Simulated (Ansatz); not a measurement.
## AlGa$_{3}$N$_{4}$ (Pm), a vibration from a frozen displacement

The calculation used Ansatz, DFT PBEsol, scalar-relativistic, plane waves, PAW. Settings: plane waves to 420 eV, k-mesh 6×8×6 (Γ-centred), Gaussian smearing 0.05 eV. No spin polarisation. Energies are free energies at this smearing, counted from the undisturbed cell; pressure is positive in compression.

The starting cell (relaxed at this level; it needn't be the usual structure):

```
Al Ga N
1.0
     5.14235    0.00000    0.00012
     0.00000    3.16498    0.00000
    -0.00359    0.00000    5.47849
Al Ga N
1 3 4
Direct
  0.00060 0.50000 0.66736
  0.49912 0.50000 0.33492
  0.49903 0.00000 0.83156
  0.99986 0.00000 0.16618
  0.11967 0.50000 0.34010
  0.11765 0.00000 0.82638
  0.62044 0.00000 0.16622
  0.63123 0.50000 0.66730
```

Atom 4 (Ga) is moved by x along the Cartesian unit vector (0.707, -0.707, 0.000); the cell and all other atoms stay fixed. The cell's volume is 89.17 Å³; the moved atoms weigh 69.723 u together and the others 222.456 u.

| x (Å) | ΔE (meV/cell) | total force on the moved atoms along the move (eV/Å) | pressure (GPa) |
| --- | --- | --- | --- |
| -0.4500 | 1544.58 | 6.8674 | 5.6263 |
| -0.3375 | 868.83 | 5.1452 | 3.2698 |
| -0.2250 | 386.68 | 3.4286 | 1.5029 |
| -0.1125 | 97.02 | 1.7214 | 0.3901 |
| 0.0000 | 0.00 | -0.0031 | -0.0076 |
| 0.1125 | 100.42 | -1.8000 | 0.3732 |
| 0.2250 | 410.62 | -3.7470 | 1.6011 |
| 0.3375 | 952.49 | -5.9336 | 3.7530 |
| 0.3938 | 1320.26 | -7.1455 | 5.2032 |
| 0.4500 | 1757.94 | -8.4464 | 6.9141 |

**Question.** What frequency belongs to this motion?

**Answer.** The force constant is k = −dF/dx = 15.651 eV/Å², from the parabola through x = -0.1125, 0 and 0.1125. In every cell the moved atoms swing against the rest, so the mass is μ = m₁m₂/(m₁ + m₂) = 53.085 u, and ν̃ = 521.5 cm⁻¹ × √(|k|/μ) = 283 cm⁻¹. The pattern needn't be a normal mode: ν̃² is then a weighted mean of the squared nonzero frequencies at the zone centre of this cell, taken without macroscopic field, so it lies between the lowest and the highest of them.

**Question.** How far does the harmonic law reach?

**Answer.** At x = -0.450 Å, kx²/2 = 1584.63 meV against the computed 1544.58 meV (-2.5 %): the well is still close to harmonic there.

The well is stiff and single, as expected for a Ga atom held by four strong, polar covalent bonds to nitrogen. It is also lopsided: at 0.4500 Å the energy is 1757.94 meV on the positive side but 1544.58 meV on the negative. The positive move drives Ga largely towards one nitrogen of its tetrahedron, where Pauli repulsion rises steeply; the negative move closes its shortest contact less directly. The near-harmonic energy on the negative side is therefore partly a cancellation, with cubic softening offset by quartic hardening, and doesn't carry over to the other side.

The 283 cm⁻¹ lies well below the Ga–N stretching modes known for nitrides, probably because displacing one heavy cation also draws in low-frequency motions of the cations against one another. Pressure grows for both signs of displacement, which suggests that this motion stiffens under compression and would favour a larger cell. That alone doesn't settle the crystal's thermal expansion, to which all phonons contribute.
